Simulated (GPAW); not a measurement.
Wanted: an ASE script for a GPAW 26.7.0 run.

```yaml
Task: dielectric tensor
Functional: PBE
Potentials_or_basis: GPAW PAW data sets (gpaw-data 1.2.1)
Cutoff: 500 eV
Basis: pw
k_mesh: 6 × 6 × 3
Occupations: fermi-dirac, width 0.001 eV
Spin: no spin polarisation
Response_ecut: 80 eV
Maxiter: 150
Response_k_mesh: 11 × 11 × 6
Response_bands: 58
Kernels: "[\"RPA\"]"
Coarser_k_mesh: 11 × 11 × 6
```

The structure of CdSe (Cadmoselite) lies in POSCAR:

```
CdSe
1.0
    4.3000000000      0.0000000000      0.0000000000
   -2.1500000000      3.7239092400      0.0000000000
    0.0000000000      0.0000000000      7.2306000000
Cd Se
2 2
Direct
    0.6666666667      0.3333333333      0.5000000000
    0.3333333333      0.6666666667      0.0000000000
    0.6666666667      0.3333333333      0.8850000000
    0.3333333333      0.6666666667      0.3850000000
```

One way to write it, as run:

run.py

```python
import numpy as np
from ase.dft.bandgap import bandgap
from ase.io import read, write
from gpaw import GPAW, PW
from gpaw.response.df import DielectricFunction

atoms = read('POSCAR')

calc = GPAW(mode=PW(500),
            xc='PBE',
            kpts={'size': (6, 6, 3), 'gamma': True},
            occupations={'name': 'fermi-dirac', 'width': 0.001},
            nbands=31,
            convergence={'density': 1e-06},
            maxiter=150,
            txt='gpaw.txt')
atoms.calc = calc
energy = atoms.get_potential_energy()
calc.write('gs.gpw')
write('result.traj', atoms)
print(f'Energy: {energy:.6f} eV')
print('Fermi level:', round(calc.get_fermi_level(), 4), 'eV')
print(f'Gap: {bandgap(calc)[0]:.4f} eV, direct: {bandgap(calc, direct=True)[0]:.4f} eV')

for size in [(11, 11, 6)]:
    name = 'x'.join(str(n) for n in size)
    dense = calc.fixed_density(kpts={'size': size, 'gamma': True},
                               nbands=64, convergence={'bands': 58, 'eigenstates': 1e-7},
                               update_fermi_level=True, txt=f'dense-{name}.txt')
    dense.write(f'{name}.gpw', mode='all')
    df = DielectricFunction(f'{name}.gpw', frequencies=np.array([0.0]), hilbert=False, eta=0.001,
                            ecut=80, nbands=58, intraband=False, txt=f'df-{name}.txt')
    for xc in ['RPA']:
        for direction in ['x', 'y', 'z', [0, 1, 1], [1, 0, 1], [1, 1, 0]]:
            e0, e = df.get_macroscopic_dielectric_constant(xc=xc, direction=direction)
            print(f'{name} {xc} {direction}: {e0:.4f} without, {e:.4f} with local fields')
```

Potentials or basis: GPAW PAW data sets (gpaw-data 1.2.1), pw.

Launch:

```bash
$ OMP_NUM_THREADS=1 python run.py
```

It gave:

| Quantity | Value |
| --- | --- |
| Band gap on the k mesh | 0.62 eV, direct |
| Electronic dielectric tensor (diagonal) | 7.79, 7.79, 7.51 |

Caveat: the gap is small at this level, which inflates the dielectric constant; the long-wavelength limit can be off by several per cent where d states take part; an odd mesh through Γ misses points on the zone boundary, where band edges often lie.

Wall time 19 min on 1 thread of Arm Neoverse V1, on a shared host, peak memory 1.2 GiB.
